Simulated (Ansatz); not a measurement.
V: band structure with PBEsol

The system is V.

```
CELL_PARAMETERS angstrom
-1.51435 1.51435 1.51435
1.51435 -1.51435 1.51435
1.51435 1.51435 -1.51435
ATOMIC_POSITIONS crystal
V 0.00000 0.00000 0.00000
```

```json
{
 "Program": "Ansatz 0.2.0",
 "Task": "band structure",
 "Functional": "PBEsol",
 "Potentials or basis": "all-electron PAW datasets made for the crystal",
 "Cutoff": "280 eV (chosen from the basis error)",
 "k mesh": "12 × 12 × 12",
 "Occupations": "fermi-dirac, width 0.05 eV",
 "Spin": "collinear spin, ferromagnetic start",
 "Starting moments": "[2.0] μB"
}
```

| Item | Value |
| --- | --- |
| Pressure | -12.1 GPa |
| Band gap along the path | none (metal or under the smearing width) |
| Net moment | 0.00 μB per cell |
| Absolute moment | 0.00 μB per cell |

Levels at the corners of the path, in eV from the Fermi level:
Spin up:
```csv
point,band 2,band 3,band 4,band 5,band 6,band 7,band 8,band 9,band 10,band 11
Γ,-36.93,-36.93,-36.93,-6.53,0.42,0.42,0.42,2.35,2.35,20.29
H,-37.50,-37.50,-37.50,-2.87,-2.87,3.62,3.62,3.62,9.89,9.89
N,-37.76,-37.19,-36.93,-3.08,-1.07,1.54,2.35,2.69,4.00,9.80
Γ,-36.93,-36.93,-36.93,-6.53,0.42,0.42,0.42,2.35,2.35,20.29
P,-37.34,-37.34,-37.34,-1.08,-1.08,-1.08,2.75,2.75,10.11,10.11
H,-37.50,-37.50,-37.50,-2.87,-2.87,3.62,3.62,3.62,9.89,9.89
```
Spin down:
```csv
point,band 3,band 4,band 5,band 6,band 7,band 8,band 9,band 10
Γ,-36.93,-36.93,-6.53,0.42,0.42,0.42,2.35,2.35
H,-37.50,-37.50,-2.87,-2.87,3.62,3.62,3.62,9.89
N,-37.19,-36.93,-3.08,-1.07,1.54,2.35,2.69,4.00
Γ,-36.93,-36.93,-6.53,0.42,0.42,0.42,2.35,2.35
P,-37.34,-37.34,-1.08,-1.08,-1.08,2.75,2.75,10.11
H,-37.50,-37.50,-2.87,-2.87,3.62,3.62,3.62,9.89
```

It took 19 s on 2 threads of Intel(R) Xeon(R) Processor @ 2.50GHz (Skylake/Cascade Lake), on a shared host, peak memory 0.45 GiB.

Caveat: the starting moments weren't kept.
